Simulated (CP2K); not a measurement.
The system is InSe.

```
CELL_PARAMETERS angstrom
8.75025 0.00000 0.00000
7.83599 3.89411 0.00000
7.83599 1.83973 3.43213
ATOMIC_POSITIONS crystal
In 0.88860 0.88860 0.88860
In 0.00000 0.00000 0.00000
Se 0.17190 0.17190 0.17190
Se 0.38350 0.38350 0.38350
```

Program: CP2K 2026.2. Alike in all runs: task band structure; cell as given; k mesh 8 × 8 × 8.

Task: Order these runs on this cell by their pressure, lowest first.
A. level LDA; potentials or basis GTH_POTENTIALS In GTH-PADE-q13, Se GTH-PADE-q6; TZVP-MOLOPT-PBE-GTH basis; spin off; smearing fermi-dirac 0.1 eV; EPS_DEFAULT 1.0E-10; k points reduced by the point group yes; NGRIDS 4; points a segment of the path (NPOINTS) 6; bands added on the path 2
B. level PBE; potentials or basis GTH_SOC_POTENTIALS In GTH-PBE-q13, Se GTH-PBE-q6; TZVP-MOLOPT-PBE-GTH basis; spin SOC, no magnetisation; smearing fermi-dirac 0.1 eV; EPS_DEFAULT 1.0E-9; NGRIDS 5; points a segment of the path (NPOINTS) 10; bands added on the path 2
C. level PBEsol; potentials or basis POTENTIAL_UZH In GTH-PBE-q13, Se GTH-PBE-q6; TZVP-MOLOPT-PBE-GTH basis; spin off; smearing fermi-dirac 0.05 eV; EPS_DEFAULT 1.0E-9; k points reduced by the point group yes; NGRIDS 5; points a segment of the path (NPOINTS) 8; bands added on the path 4

Result: A (-1.1 GPa), C (1.1 GPa), B (3.2 GPa).

Caveats: the basis of atomic orbitals isn't converged, which shifts pressures, moduli and gaps; the potentials were made for another functional, which shifts forces and pressure (some runs).
